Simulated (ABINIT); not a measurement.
A calculation with ABINIT 10.8.3 (patched build) of W (native input, structure from a POSCAR):

File run.abi:

```
# Pseudopotentials
pp_dirpath "./"
pseudos "W.GGA_PBE-JTH.xml"

# Structure
structure "poscar:POSCAR"
natom 1

# Plane-wave basis
ecut 16.0
pawecutdg 32.0

# k points
kptopt 1
ngkpt 11 11 11
nshiftk 1
shiftk 0.0 0.0 0.0

# Exchange and correlation
ixc 11

# Bands and occupations
nband 11
occopt 3
tsmear 0.05 eV

# SCF cycle
nstep 100
tolvrs 1.0e-9

# Output
iomode 3
prtwf 0
prtden 0
prteig 0
prtebands 0
enunit 1
```

The input POSCAR:

```
W
1.0
    0.0000000000      2.0300000000      2.0300000000
    2.0300000000      0.0000000000      2.0300000000
    2.0300000000      2.0300000000      0.0000000000
W
1
Direct
    0.0000000000      0.0000000000      0.0000000000  W
```

Potentials or basis: JTH PAW PBE v2.0.

The run is started by

```bash
$ abinit run.abi > log 2>&1
```

This isn't the form of W at room conditions, which is bcc.

Task: Write the same calculation in another form: ASE script, structure from a POSCAR.

Result: As run:

File run.py:

```python
import json, os
import numpy as np
from ase.units import GPa
from ase.calculators.abinit import Abinit, AbinitProfile
from ase.io import read

atoms = read('POSCAR')

profile = AbinitProfile(command='abinit', pp_paths=[os.path.abspath('pseudos')])
params = dict(
    pps='pawxml', xc='PBE',
    ecut=435.3822,
    pawecutdg=870.7644,
    kptopt=1,
    ngkpt=[11, 11, 11],
    nshiftk=1,
    shiftk=[0.0, 0.0, 0.0],
    ixc=11,
    nband=11,
    occopt=3,
    tsmear=0.05,
    nstep=100,
    tolvrs=1e-09,
    prtwf=0,
    prtden=0,
)

atoms.calc = Abinit(profile=profile, directory='run', **params)
energy = atoms.get_potential_energy()
forces = atoms.get_forces()
stress = atoms.get_stress()
print(f'energy {energy:.6f} eV')
print('forces (eV/A)')
print(np.round(forces, 5))
print('stress (GPa, Voigt, tension positive)', np.round(stress / GPa, 4))
json.dump(dict(energy=energy, forces=forces.tolist(), stress=stress.tolist(), cell=atoms.cell.tolist(), frac=atoms.get_scaled_positions(wrap=False).tolist()), open('results.json', 'w'))
```

The input POSCAR:

```
W
1.0
    0.0000000000      2.0300000000      2.0300000000
    2.0300000000      0.0000000000      2.0300000000
    2.0300000000      2.0300000000      0.0000000000
W
1
Direct
    0.0000000000      0.0000000000      0.0000000000
```

Potentials or basis: JTH PAW PBE v2.0.

Command:

```sh
$ python run.py
```

Both were run:

|  | native input, structure from a POSCAR | ASE script, structure from a POSCAR |
| --- | --- | --- |
| Pressure | -5.5 GPa | -5.5 GPa |
| Band gap on the k mesh | none (metal or under the smearing width) | none (metal or under the smearing width) |
| Valence electrons inside the program's atomic spheres | W 11.65 (radii [1.2763] Å) | W 11.65 (radii [1.2763] Å) |

Keys that steer only the numerical path or the files written may differ.
